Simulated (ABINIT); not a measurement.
# CdS (Greenockite): a self-consistent loop beyond G0W0, cycle by cycle, part 2 of 3

Aim: iterate the self-energy on CdS (Greenockite) and follow the gap from cycle to cycle.

ABINIT 10.8.3; PBE and many-body steps on it, plane waves. Known limits of the many-body steps: not at the basis limit; no spin-orbit coupling; coarse k mesh.

So far. Step 5 (evGW0, cycle 1): Against G0W0 in ABINIT (3×3×2 mesh, 119 bands, screening to 106.1 eV, Godby-Needs plasmon pole), the gap moves by +0.211 eV. This first cycle still uses the starting levels; it takes the full correction, at all points of the mesh, and its linearised value is 2.035 eV. Step 6 (evGW0, cycle 2): Against the cycle before, the gap moves by −0.075 eV.

The database entry behind the starting cell differs from later determinations by our own check (about 0.35 % long), so it need not match the best structure at ambient conditions.

**7. evGW0, cycle 3**

Level of this step: evGW0 on PBE, plane waves, norm-conserving pseudopotentials (ABINIT).

The input, run.abi:

```
acell 3*1.0 Angstrom
rprim 
  4.149999999997 0.000000000001 0.000000000000
  -2.074999999999 3.594005425702 0.000000000000
  0.000000000000 0.000000000000 6.737000000000
ntypat 2
znucl 48 16
natom 4
typat 1 1 2 2
xred 
  0.333333333333 0.666666666667 0.000000000000
  0.666666666667 0.333333333333 0.500000000000
  0.333333333333 0.666666666667 0.375000000000
  0.666666666667 0.333333333333 0.875000000000
pp_dirpath "pseudos"
pseudos "Cd.upf, S.upf"
ecut 47
ngkpt 3 3 2
nshiftk 1
shiftk 0 0 0
kptopt 1
chksymbreak 0
istwfk *1
occopt 1
irdwfk 1
optdriver 4
nband 119
gwcalctyp 10
ecutsigx 47
symsigma 1
nkptgw 6
kptgw 
  0.0000000000 0.0000000000 0.0000000000
  0.3333333333 0.0000000000 0.0000000000
  0.3333333333 0.3333333333 0.0000000000
  0.0000000000 0.0000000000 0.5000000000
  0.3333333333 0.0000000000 0.5000000000
  0.3333333333 0.3333333333 0.5000000000
bdgw 
  11 34
  11 34
  11 34
  11 34
  11 34
  11 34
ecuteps 3.9
irdscr 1
ppmodel 1
irdqps 1
indata_prefix "in"
outdata_prefix "out"
tmpdata_prefix "tmp"
```

The run is started by

```sh
OMP_NUM_THREADS=1 mpirun -n 8 abinit run.abi > log
```

Output:

```text
.Version 10.8.3 of ABINIT. v10.8.2 released Aug 2026.

 Symmetries : space group P6_3 m c (#186); Bravais hP (primitive hexag.)
[... echo of the input left out ...]
== DATASET  1 ==================================================================
-   mpi_nproc: 8, omp_nthreads: 1 (-1 if OMP is not activated)

--- !DatasetInfo
iteration_state: {dtset: 1, }
dimensions: {natom: 4, nkpt: 6, mband: 119, nsppol: 1, nspinor: 1, nspden: 1, mpw: 10458, }
cutoff_energies: {ecut:  47.0, pawecutdg:  -1.0, }
[...]
.  kptgw no:  4; Maximum DeltaE = (  -0.006  -0.000) for band index:  1
.  kptgw no:  5; Maximum DeltaE = (   0.006  -0.000) for band index:  3
.  kptgw no:  6; Maximum DeltaE = (  -0.002   0.002) for band index: 11

== END DATASET(S) ==============================================================
================================================================================

 -outvars: echo values of variables after computation  --------
           etotal      0.0000000000E+00
            nband         119
             nkpt           6
          spgroup         186
 [... the other variables as echoed above ...]

 Calculation completed.
```

Run time: 79 s. Hardware: 8 MPI ranks of Arm Neoverse V1, shared host; peak memory 5 GiB.

This step gave:

```yaml
quasiparticle_gap_on_the_mesh: 2.173 eV
gap_of_the_density_functional_on_the_mesh: 1.196 eV
k_of_the_valence_top: 0, 0, 0
k_of_the_conduction_bottom: 0, 0, 0
least_direct_quasiparticle_gap_on_the_computed_points: 2.173 eV
```

Against the cycle before, the gap moves by +0.002 eV.

**8. Screening, 3×3×2 mesh, 119 bands, screening to 106.1 eV**

This step: RPA screening on PBE, plane waves, norm-conserving pseudopotentials.

The input, run.abi:

```
acell 3*1.0 Angstrom
rprim 
  4.149999999997 0.000000000001 0.000000000000
  -2.074999999999 3.594005425702 0.000000000000
  0.000000000000 0.000000000000 6.737000000000
ntypat 2
znucl 48 16
natom 4
typat 1 1 2 2
xred 
  0.333333333333 0.666666666667 0.000000000000
  0.666666666667 0.333333333333 0.500000000000
  0.333333333333 0.666666666667 0.375000000000
  0.666666666667 0.333333333333 0.875000000000
pp_dirpath "pseudos"
pseudos "Cd.upf, S.upf"
ecut 47
ngkpt 3 3 2
nshiftk 1
shiftk 0 0 0
kptopt 1
chksymbreak 0
istwfk *1
occopt 1
irdwfk 1
optdriver 3
nband 119
ecuteps 3.9
inclvkb 2
awtr 1
symchi 1
gwcalctyp 10
mbpt_sciss 1.106 eV
nqptdm 1
qptdm 
  0 0 0
indata_prefix "in"
outdata_prefix "out"
tmpdata_prefix "tmp"
```

Output:

```text
.Version 10.8.3 of ABINIT. v10.8.2 released Aug 2026.

 Symmetries : space group P6_3 m c (#186); Bravais hP (primitive hexag.)
[... echo of the input left out ...]
== DATASET  1 ==================================================================
-   mpi_nproc: 8, omp_nthreads: 1 (-1 if OMP is not activated)

--- !DatasetInfo
iteration_state: {dtset: 1, }
dimensions: {natom: 4, nkpt: 6, mband: 119, nsppol: 1, nspinor: 1, nspden: 1, mpw: 10458, }
cutoff_energies: {ecut:  47.0, pawecutdg:  -1.0, }
electrons: {nelect:   5.20000000E+01, charge:   0.00000000E+00, occopt:   1.00000000E+00, tsmear:   1.00000000E-02, }

 SCREENING: Calculation of the susceptibility and dielectric matrices

 Based on a program developped by R.W. Godby, V. Olevano, G. Onida, and L. Reining.
 Incorporated in ABINIT by V. Olevano, G.-M. Rignanese, and M. Torrent.
.Using double precision arithmetic ; gwpc =  8

[... cell and pseudopotentials left out ...]
--------------------------------------------------------------------------------

 ==== K-mesh for the wavefunctions ====
 Number of points in the irreducible wedge :     6
[... list of points left out ...]
 Together with 12 symmetry operations and time-reversal symmetry
 yields    18 points in the full Brillouin Zone.

 ==== Q-mesh for the screening function ====
 Number of points in the irreducible wedge :     6
[... list of points left out ...]
 Together with 12 symmetry operations and time-reversal symmetry
 yields    18 points in the full Brillouin Zone.

 setmesh: FFT mesh size selected  =    27x   27x   54
          total number of points  =        39366

 vcoul_init : cutoff-mode = AUXILIARY_FUNCTION
 q-points for optical limit:   1
     1)      0.000010    0.000020    0.000030

 Dielectric matrix will be calculated only for some
 selected q points provided by the user through the input variables
 nqptdm and qptdm

- screening: taking advantage of time-reversal symmetry
- Maximum band index for partially occupied states nbvw = 26
- Remaining bands to be divided among processors   nbcw = 93
- Number of bands treated by each node ~11

 rdqps: reading QP wavefunctions of the previous step
        looking for file in_QPS
 file not found, 1st iteration initialized with KS eigenelements

 screening : performing a first self-consistency
 update of the energies in W by a scissor operator
 applying a scissor operator of [eV] :   1.106

 Number of electrons calculated from density =   52.0000; Expected =   52.0000
 average of density, n =  0.076686
 r_s =    1.4602
 omega_plasma =   26.7124 [eV]

 calculating chi0 at frequencies [eV] :
  1    0.000000E+00    0.000000E+00
  2    0.000000E+00    2.671236E+01

--------------------------------------------------------------------------------
  q-point number  1        q = ( 0.000000, 0.000000, 0.000000) [r.l.u.]
--------------------------------------------------------------------------------
[... chi0 elements left out ...]
 For q-point:  0.000010 0.000020 0.000030
  dielectric constant =   9.0658
  dielectric constant without local fields =   9.6235

  Average fulfillment of the sum rule on Im[epsilon] for q-point    1 :     51.06  [%]
[... wings left out ...]
== END DATASET(S) ==============================================================
================================================================================

 -outvars: echo values of variables after computation  --------
           etotal      0.0000000000E+00
            nband         119
             nkpt           6
          spgroup         186
 [... the other variables as echoed above ...]

 Calculation completed.
```

Run time: 16 s. Hardware: 8 MPI ranks; peak memory 2.2 GiB.

Numbers from this step:

```
ε∞ with local fields, on this mesh, along the program's q direction : 9.066
the same without local fields                                       : 9.623
plasma frequency                                                    : 26.71 eV
plane waves in the screening matrix                                 : 251
```

This screening uses the functional's bands under a rigid shift, the mean opening of the cycle before.

**9. Screening, 3×3×2 mesh, 119 bands, screening to 106.1 eV**

This step: RPA screening on PBE from quasiparticle energies, plane waves, norm-conserving pseudopotentials.

Changes to run.abi since step 8:

```diff
@@ -31,7 +31,11 @@
 symchi 1
+irdqps 1
 gwcalctyp 10
-mbpt_sciss 1.106 eV
-nqptdm 1
+nqptdm 5
 qptdm 
-  0 0 0
+  0.3333333333 0.0000000000 0.0000000000
+  0.3333333333 0.3333333333 0.0000000000
+  0.0000000000 0.0000000000 0.5000000000
+  0.3333333333 0.0000000000 0.5000000000
+  0.3333333333 0.3333333333 0.5000000000
 indata_prefix "in"
```

The input, mrgscr.stdin:

```
2
merged
q0_SCR
out_SCR
1
```

The run is started by

```sh
OMP_NUM_THREADS=1 mpirun -n 8 abinit run.abi > log; mrgscr < mrgscr.stdin
```

Output:

```text
.Version 10.8.3 of ABINIT. v10.8.2 released Aug 2026.

 Symmetries : space group P6_3 m c (#186); Bravais hP (primitive hexag.)
[... echo of the input left out ...]
== DATASET  1 ==================================================================
-   mpi_nproc: 8, omp_nthreads: 1 (-1 if OMP is not activated)

--- !DatasetInfo
iteration_state: {dtset: 1, }
dimensions: {natom: 4, nkpt: 6, mband: 119, nsppol: 1, nspinor: 1, nspden: 1, mpw: 10458, }
cutoff_energies: {ecut:  47.0, pawecutdg:  -1.0, }
[...]
q-point number  1        q = ( 0.333333, 0.000000, 0.000000) [r.l.u.]
--------------------------------------------------------------------------------
[... chi0 elements left out ...]
  Average fulfillment of the sum rule on Im[epsilon] for q-point    2 :     56.54  [%]

--------------------------------------------------------------------------------
  q-point number  2        q = ( 0.333333, 0.333333, 0.000000) [r.l.u.]
--------------------------------------------------------------------------------
[... chi0 elements left out ...]
  Average fulfillment of the sum rule on Im[epsilon] for q-point    3 :     53.55  [%]

 [... 3 further q-points ...]
```

Elapsed: 14 s, on 8 MPI ranks; peak memory 2 GiB.

This step gave:

| Quantity | Value |
| --- | --- |
| plasma frequency | 26.71 eV |
| plane waves in the screening matrix | 251 |

This screening reads the quasiparticle levels of the cycle before.

**10. evGW, cycle 1**

This step: evGW on PBE, plane waves, norm-conserving pseudopotentials.

Changes to run.abi since step 9:

```diff
@@ -25,12 +25,10 @@
 irdwfk 1
-optdriver 3
+optdriver 4
 nband 119
-ecuteps 3.9
-inclvkb 2
-awtr 1
-symchi 1
-irdqps 1
 gwcalctyp 10
-nqptdm 5
-qptdm 
+ecutsigx 47
+symsigma 1
+nkptgw 6
+kptgw 
+  0.0000000000 0.0000000000 0.0000000000
   0.3333333333 0.0000000000 0.0000000000
@@ -40,2 +38,13 @@
   0.3333333333 0.3333333333 0.5000000000
+bdgw 
+  11 34
+  11 34
+  11 34
+  11 34
+  11 34
+  11 34
+ecuteps 3.9
+irdscr 1
+ppmodel 1
+irdqps 1
 indata_prefix "in"
```

The run is started by

```sh
OMP_NUM_THREADS=1 mpirun -n 8 abinit run.abi > log
```

Output:

```text
.Version 10.8.3 of ABINIT. v10.8.2 released Aug 2026.

 Symmetries : space group P6_3 m c (#186); Bravais hP (primitive hexag.)
[... echo of the input left out ...]
== DATASET  1 ==================================================================
-   mpi_nproc: 8, omp_nthreads: 1 (-1 if OMP is not activated)

--- !DatasetInfo
iteration_state: {dtset: 1, }
dimensions: {natom: 4, nkpt: 6, mband: 119, nsppol: 1, nspinor: 1, nspden: 1, mpw: 10458, }
cutoff_energies: {ecut:  47.0, pawecutdg:  -1.0, }
[...]
.  kptgw no:  4; Maximum DeltaE = (   0.122  -0.000) for band index:  6
.  kptgw no:  5; Maximum DeltaE = (  -0.101   0.000) for band index:  1
.  kptgw no:  6; Maximum DeltaE = (  -0.106   0.000) for band index:  2

== END DATASET(S) ==============================================================
================================================================================

 -outvars: echo values of variables after computation  --------
           etotal      0.0000000000E+00
            nband         119
             nkpt           6
          spgroup         186
 [... the other variables as echoed above ...]

 Calculation completed.
```

Elapsed: 79 s, on 8 MPI ranks; peak memory 5 GiB; 11 min of CPU time.

Numbers from this step:

* quasiparticle gap on the mesh: 2.399 eV
* gap of the density functional on the mesh: 1.196 eV
* k of the valence top: 0, 0, 0
* k of the conduction bottom: 0, 0, 0
* least direct quasiparticle gap on the computed points: 2.399 eV

Against G0W0 in ABINIT (3×3×2 mesh, 119 bands, screening to 106.1 eV, Godby-Needs plasmon pole), the gap moves by +0.364 eV.

**11. Screening, 3×3×2 mesh, 119 bands, screening to 106.1 eV**

This step: RPA screening on PBE, plane waves, norm-conserving pseudopotentials.

The input, run.abi:

```
acell 3*1.0 Angstrom
rprim 
  4.149999999997 0.000000000001 0.000000000000
  -2.074999999999 3.594005425702 0.000000000000
  0.000000000000 0.000000000000 6.737000000000
ntypat 2
znucl 48 16
natom 4
typat 1 1 2 2
xred 
  0.333333333333 0.666666666667 0.000000000000
  0.666666666667 0.333333333333 0.500000000000
  0.333333333333 0.666666666667 0.375000000000
  0.666666666667 0.333333333333 0.875000000000
pp_dirpath "pseudos"
pseudos "Cd.upf, S.upf"
ecut 47
ngkpt 3 3 2
nshiftk 1
shiftk 0 0 0
kptopt 1
chksymbreak 0
istwfk *1
occopt 1
irdwfk 1
optdriver 3
nband 119
ecuteps 3.9
inclvkb 2
awtr 1
symchi 1
gwcalctyp 10
mbpt_sciss 1.356 eV
nqptdm 1
qptdm 
  0 0 0
indata_prefix "in"
outdata_prefix "out"
tmpdata_prefix "tmp"
```

Output:

```text
.Version 10.8.3 of ABINIT. v10.8.2 released Aug 2026.

 Symmetries : space group P6_3 m c (#186); Bravais hP (primitive hexag.)
[... echo of the input left out ...]
== DATASET  1 ==================================================================
-   mpi_nproc: 8, omp_nthreads: 1 (-1 if OMP is not activated)

--- !DatasetInfo
iteration_state: {dtset: 1, }
dimensions: {natom: 4, nkpt: 6, mband: 119, nsppol: 1, nspinor: 1, nspden: 1, mpw: 10458, }
cutoff_energies: {ecut:  47.0, pawecutdg:  -1.0, }
[...]
[... chi0 elements left out ...]
 For q-point:  0.000010 0.000020 0.000030
  dielectric constant =   8.5375
  dielectric constant without local fields =   9.0664

  Average fulfillment of the sum rule on Im[epsilon] for q-point    1 :     51.57  [%]
[... wings left out ...]
== END DATASET(S) ==============================================================
================================================================================

 -outvars: echo values of variables after computation  --------
           etotal      0.0000000000E+00
            nband         119
             nkpt           6
          spgroup         186
 [... the other variables as echoed above ...]

 Calculation completed.
```

It took 16 s on 8 MPI ranks; peak memory 2.2 GiB; 2.2 min of CPU time.

This step gave:

| Quantity | Value |
| --- | --- |
| ε∞ with local fields, on this mesh, along the program's q direction | 8.537 |
| the same without local fields | 9.066 |
| plasma frequency | 26.71 eV |
| plane waves in the screening matrix | 251 |

This screening uses the functional's bands under a rigid shift, the mean opening of the cycle before.

**12. Screening, 3×3×2 mesh, 119 bands, screening to 106.1 eV**

This step: RPA screening on PBE from quasiparticle energies, plane waves, norm-conserving pseudopotentials.

Changes to run.abi since step 11:

```diff
@@ -31,7 +31,11 @@
 symchi 1
+irdqps 1
 gwcalctyp 10
-mbpt_sciss 1.356 eV
-nqptdm 1
+nqptdm 5
 qptdm 
-  0 0 0
+  0.3333333333 0.0000000000 0.0000000000
+  0.3333333333 0.3333333333 0.0000000000
+  0.0000000000 0.0000000000 0.5000000000
+  0.3333333333 0.0000000000 0.5000000000
+  0.3333333333 0.3333333333 0.5000000000
 indata_prefix "in"
```

mrgscr.stdin is that of step 9.

The run is started by

```sh
OMP_NUM_THREADS=1 mpirun -n 8 abinit run.abi > log; mrgscr < mrgscr.stdin
```

Output:

```text
.Version 10.8.3 of ABINIT. v10.8.2 released Aug 2026.

 Symmetries : space group P6_3 m c (#186); Bravais hP (primitive hexag.)
[... echo of the input left out ...]
== DATASET  1 ==================================================================
-   mpi_nproc: 8, omp_nthreads: 1 (-1 if OMP is not activated)

--- !DatasetInfo
iteration_state: {dtset: 1, }
dimensions: {natom: 4, nkpt: 6, mband: 119, nsppol: 1, nspinor: 1, nspden: 1, mpw: 10458, }
cutoff_energies: {ecut:  47.0, pawecutdg:  -1.0, }
[...]
q-point number  1        q = ( 0.333333, 0.000000, 0.000000) [r.l.u.]
--------------------------------------------------------------------------------
[... chi0 elements left out ...]
  Average fulfillment of the sum rule on Im[epsilon] for q-point    2 :     57.13  [%]

--------------------------------------------------------------------------------
  q-point number  2        q = ( 0.333333, 0.333333, 0.000000) [r.l.u.]
--------------------------------------------------------------------------------
[... chi0 elements left out ...]
  Average fulfillment of the sum rule on Im[epsilon] for q-point    3 :     54.03  [%]

 [... 3 further q-points ...]
```

The job ended after 14 s (8 MPI ranks; peak memory 2 GiB).

Numbers from this step:

| Property | Result |
| --- | --- |
| plasma frequency | 26.71 eV |
| plane waves in the screening matrix | 251 |

This screening reads the quasiparticle levels of the cycle before.

**13. evGW, cycle 2**

This step: evGW on PBE, plane waves, norm-conserving pseudopotentials.

Changes to run.abi since step 12:

```diff
@@ -25,12 +25,10 @@
 irdwfk 1
-optdriver 3
+optdriver 4
 nband 119
-ecuteps 3.9
-inclvkb 2
-awtr 1
-symchi 1
-irdqps 1
 gwcalctyp 10
-nqptdm 5
-qptdm 
+ecutsigx 47
+symsigma 1
+nkptgw 6
+kptgw 
+  0.0000000000 0.0000000000 0.0000000000
   0.3333333333 0.0000000000 0.0000000000
@@ -40,2 +38,13 @@
   0.3333333333 0.3333333333 0.5000000000
+bdgw 
+  11 34
+  11 34
+  11 34
+  11 34
+  11 34
+  11 34
+ecuteps 3.9
+irdscr 1
+ppmodel 1
+irdqps 1
 indata_prefix "in"
```

The run is started by

```sh
OMP_NUM_THREADS=1 mpirun -n 8 abinit run.abi > log
```

Output:

```text
.Version 10.8.3 of ABINIT. v10.8.2 released Aug 2026.

 Symmetries : space group P6_3 m c (#186); Bravais hP (primitive hexag.)
[... echo of the input left out ...]
== DATASET  1 ==================================================================
-   mpi_nproc: 8, omp_nthreads: 1 (-1 if OMP is not activated)

--- !DatasetInfo
iteration_state: {dtset: 1, }
dimensions: {natom: 4, nkpt: 6, mband: 119, nsppol: 1, nspinor: 1, nspden: 1, mpw: 10458, }
cutoff_energies: {ecut:  47.0, pawecutdg:  -1.0, }
[...]
.  kptgw no:  4; Maximum DeltaE = (   0.012   0.000) for band index:  3
.  kptgw no:  5; Maximum DeltaE = (   0.010   0.000) for band index:  4
.  kptgw no:  6; Maximum DeltaE = (   0.010  -0.000) for band index:  3

== END DATASET(S) ==============================================================
================================================================================

 -outvars: echo values of variables after computation  --------
           etotal      0.0000000000E+00
            nband         119
             nkpt           6
          spgroup         186
 [... the other variables as echoed above ...]

 Calculation completed.
```

Run time: 79 s. Hardware: 8 MPI ranks; peak memory 5 GiB.

Numbers from this step:

```yaml
quasiparticle_gap_on_the_mesh: 2.426 eV
gap_of_the_density_functional_on_the_mesh: 1.196 eV
k_of_the_valence_top: 0, 0, 0
k_of_the_conduction_bottom: 0, 0, 0
least_direct_quasiparticle_gap_on_the_computed_points: 2.426 eV
```

Against the cycle before, the gap moves by +0.027 eV.

**14. Screening, 3×3×2 mesh, 119 bands, screening to 106.1 eV**

This step: RPA screening on PBE, plane waves, norm-conserving pseudopotentials.

The input, run.abi:

```
acell 3*1.0 Angstrom
rprim 
  4.149999999997 0.000000000001 0.000000000000
  -2.074999999999 3.594005425702 0.000000000000
  0.000000000000 0.000000000000 6.737000000000
ntypat 2
znucl 48 16
natom 4
typat 1 1 2 2
xred 
  0.333333333333 0.666666666667 0.000000000000
  0.666666666667 0.333333333333 0.500000000000
  0.333333333333 0.666666666667 0.375000000000
  0.666666666667 0.333333333333 0.875000000000
pp_dirpath "pseudos"
pseudos "Cd.upf, S.upf"
ecut 47
ngkpt 3 3 2
nshiftk 1
shiftk 0 0 0
kptopt 1
chksymbreak 0
istwfk *1
occopt 1
irdwfk 1
optdriver 3
nband 119
ecuteps 3.9
inclvkb 2
awtr 1
symchi 1
gwcalctyp 10
mbpt_sciss 1.385 eV
nqptdm 1
qptdm 
  0 0 0
indata_prefix "in"
outdata_prefix "out"
tmpdata_prefix "tmp"
```

Output:

```text
.Version 10.8.3 of ABINIT. v10.8.2 released Aug 2026.

 Symmetries : space group P6_3 m c (#186); Bravais hP (primitive hexag.)
[... echo of the input left out ...]
== DATASET  1 ==================================================================
-   mpi_nproc: 8, omp_nthreads: 1 (-1 if OMP is not activated)

--- !DatasetInfo
iteration_state: {dtset: 1, }
dimensions: {natom: 4, nkpt: 6, mband: 119, nsppol: 1, nspinor: 1, nspden: 1, mpw: 10458, }
cutoff_energies: {ecut:  47.0, pawecutdg:  -1.0, }
[...]
[... chi0 elements left out ...]
 For q-point:  0.000010 0.000020 0.000030
  dielectric constant =   8.4817
  dielectric constant without local fields =   9.0075

  Average fulfillment of the sum rule on Im[epsilon] for q-point    1 :     51.63  [%]
[... wings left out ...]
== END DATASET(S) ==============================================================
================================================================================

 -outvars: echo values of variables after computation  --------
           etotal      0.0000000000E+00
            nband         119
             nkpt           6
          spgroup         186
 [... the other variables as echoed above ...]

 Calculation completed.
```

Run time: 16 s. Hardware: 8 MPI ranks; peak memory 2.2 GiB; 2.1 min of CPU time.

This step gave:

* ε∞ with local fields, on this mesh, along the program's q direction: 8.482
* the same without local fields: 9.008
* plasma frequency: 26.71 eV
* plane waves in the screening matrix: 251

This screening uses the functional's bands under a rigid shift, the mean opening of the cycle before.

(Part 2 of 3 ends here.)

[Paths, hosts, dates, memory and timing lines, banners, echoed tables and standing remarks are left out of the program output.]

[Logs are printed without paths, hosts, clocks, repeated set-up lines and the standing remarks that a program may print on its own settings, such as how far it seeks lower states.]

[Runs of the session that timed out or met a known fault of the program may be left out.]

[Hosts, paths, dates, database ids (printed as entryN), source tags and the programs' standing remarks are cut or masked in the printed files.]

[G0W0 gaps are taken among the corrected bands and points alone; a level outside them can change the order at an edge.]

[Where Ansatz stands beside ABINIT at settings called matched, ABINIT's density can come from a denser mesh and the files from another edition; pairs whose starting gaps differed by over 0.03 eV were left out, so agreement reads better than it is.]
